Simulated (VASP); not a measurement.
A run of VASP 6.6.1 is set up as follows.

The input run.py:

```python
from ase import Atoms
from ase.calculators.vasp import Vasp
from ase.dft.bandgap import bandgap

atoms = Atoms(
    ['Te', 'Be'],
    cell=[[0.0, 2.77, 2.77], [2.77, 0.0, 2.77], [2.77, 2.77, 0.0]],
    scaled_positions=[[0.75, 0.75, 0.75], [0.0, 0.0, 0.0]],
    pbc=True,
)
calc = Vasp(
    directory='calc',
    xc='lda',
    pp='LDA',
    setups='recommended',
    prec='Accurate',
    encut=520,
    ediff=1e-07,
    ismear=0,
    sigma=0.02,
    lreal=False,
    lasph=True,
    nelm=60,
    algo='Normal',
    isif=2,
    lwave=False,
    lcharg=False,
    kpts=[8, 8, 8],
    gamma=True,
)
atoms.calc = calc

print('energy (eV):', atoms.get_potential_energy())
print('free energy (eV):', atoms.get_potential_energy(force_consistent=True))
print('forces (eV/A):')
print(atoms.get_forces())
print('stress (eV/A^3, Voigt):', atoms.get_stress())
print('Fermi level (eV):', calc.get_fermi_level())
gap, top, bottom = bandgap(calc)
print('band gap (eV):', gap, 'from (spin, k, band)', top, 'to', bottom)
```

Potentials or basis: VASP PAW LDA potentials, release 64 (Te, Be).

The run is started by

```console
$ python run.py
```

What does it give for the pressure?

0.8 GPa.

Predict the band gap on the k mesh.

1.75 eV, indirect (least direct gap 3.54 eV).

Caveat: spin-orbit coupling is left out, which moves the levels of the heavy elements. A k mesh can miss the band edges.
